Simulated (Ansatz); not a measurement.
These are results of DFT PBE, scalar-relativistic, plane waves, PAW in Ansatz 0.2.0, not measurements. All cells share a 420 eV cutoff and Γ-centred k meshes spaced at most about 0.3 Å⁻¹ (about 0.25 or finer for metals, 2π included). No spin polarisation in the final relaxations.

All energies are static (0 K, no zero-point motion).

Compare these two cells of Si₃Ge₂, each relaxed at this level.

A.

```xyz
5
Lattice="-1.4861 1.4861 9.4549 1.4861 -1.4861 9.4549 1.4861 1.4861 -9.4549" Properties=species:S:1:pos:R:3 pbc="T T T"
Si    0.0000    0.0000   17.2742
Si    0.0000    0.0000    9.4549
Si    0.0000    0.0000    1.6357
Ge    0.0000    0.0000   13.0253
Ge    0.0000    0.0000    5.8845
```

B.

```xyz
5
Lattice="2.7532 0.0000 0.0000 -1.3766 2.3843 0.0000 0.0000 0.0000 12.8267" Properties=species:S:1:pos:R:3 pbc="T T T"
Si    0.0000    0.0000   10.3759
Si    0.0000    0.0000    0.0000
Si    0.0000    0.0000    2.4509
Ge    0.0000    0.0000    5.0400
Ge    0.0000    0.0000    7.7867
```

Task: Which form is favoured at zero pressure, and by what margin per atom?

Result: B is lower, by 142 meV/atom. A has Si and Ge ordered on fcc sites, space group I4/mmm (No. 139), 16.7 Å³/atom and no gap on its mesh; B has space group P6/mmm (No. 191), 16.8 Å³/atom and no gap. Counting Ge atoms around Si (those within 1.25 times the shortest such distance or 1.15 times the sum of covalent radii; a plus sign parts nearer from farther groups; the shortest distance is added where it is long for a bond; a slash parts the counts of unlike sites), A has Si 2 from 3.6 Å/4 from 2.9 Å and B has Si 1/2+12 from 5.0 Å. Even the lower one lies +0.33 eV/atom against the reference forms of the elements (uncorrected), so neither is stable at this level. In A, around Si on a site of symmetry 4mm lie 4 Si at 2.66 Å, 4 Ge at 2.86 Å, 4 Si at 2.97 Å and 1 Si at 3.27 Å; Si on a site of symmetry 4/mmm has 8 Si at 2.66 Å, 4 Si at 2.97 Å and 2 Ge at 3.57 Å; around Ge lie 4 Si at 2.86 Å, 8 Ge at 2.97–3.13 Å and 1 Si at 3.57 Å. In B, Si on a site of symmetry 6mm is surrounded by 1 Si at 2.45 Å, 1 Ge at 2.59 Å and 6 Si at 2.75 Å; Si on a site of symmetry 6/mmm has 2 Si at 2.45 Å and 6 Si at 2.75 Å; around Ge lie 1 Si at 2.59 Å and 7 Ge at 2.75 Å. Both come from invented guesses.

Cells relaxed within their symmetry can be saddle points.
